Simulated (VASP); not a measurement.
**GaAs: relaxation of cell and atoms with PBE**

Crystal: GaAs.

```xyz
2
Lattice="0.0000 2.8268 2.8268 2.8268 0.0000 2.8268 2.8268 2.8268 0.0000" Properties=species:S:1:pos:R:3 pbc="T T T"
As    4.2403    4.2403    4.2403
Ga    0.0000    0.0000    0.0000
```

| Item | Value |
| --- | --- |
| Program | VASP 6.6.1 |
| Task | relaxation of cell and atoms |
| Functional | PBE |
| Potentials or basis | VASP PAW PBE potentials, release 64 (As_GW, Ga_d_GW) |
| Cutoff | 900 eV |
| k mesh | 8 × 8 × 8 |
| Occupations | fermi-dirac, width 0.05 eV |
| Spin | no spin polarisation |
| Further INCAR settings | ALGO = Fast; EDIFF = 1e-06; IBRION = 2; EDIFFG = -0.01; NSW = 60; ISIF = 3 |

The relaxed volume is 23.75 Å³/atom, the relaxed cell is a = 4.065 Å, b = 4.065 Å, c = 4.065 Å, α = 60.00°, β = 60.00°, γ = 60.00° and the space group after relaxing (to 0.05 Å) is F-43m (No. 216). The energy gained by relaxing is 11.7 meV/atom. The ionic steps are 10. The pressure after relaxing is 0.0 GPa and the band gap on the k mesh is 0.14 eV, direct.

Step by step:
```tsv
step	energy change (eV)	largest force (eV/Å)	pressure (GPa)	volume (Å³)
1	0.0000	0.0000	3.39	45.18
2	-0.0206	0.0000	-1.00	48.38
3	-0.0234	0.0000	0.08	47.51
4	-0.0234	0.0000	-0.12	47.57
5	-0.0234	0.0000	0.11	47.45
6	-0.0234	0.0000	-0.27	47.51
7	-0.0234	0.0000	0.22	47.47
8	-0.0234	0.0000	0.08	47.49
9	-0.0234	0.0000	-0.08	47.50
10	-0.0234	0.0000	0.05	47.49
```

Final structure:
```
As Ga
1.0
     0.00000    2.87433    2.87433
     2.87433    0.00000    2.87433
     2.87433    2.87433    0.00000
As Ga
1 1
Direct
  0.75000 0.75000 0.75000
  0.00000 0.00000 0.00000
```

Levels at points of the mesh, in eV from the valence-band top:
```tsv
k point	band 7	band 8	band 9	band 10	band 11	band 12
(0.00, 0.00, 0.00)	0.00	0.00	0.00	0.14	3.71	3.71
(0.50, 0.00, 0.00)	-6.38	-1.07	-1.07	0.86	4.61	4.61
(0.50, 0.50, 0.00)	-6.59	-2.51	-2.51	1.55	1.68	9.77
```

It took 5.4 min on 1 thread of AMD EPYC 7R13 Processor (Zen 3) (shared host), peak memory 0.24 GiB.

PBE usually gives volumes a little too large and moduli too small. Zero-point motion and thermal expansion aren't in these numbers.
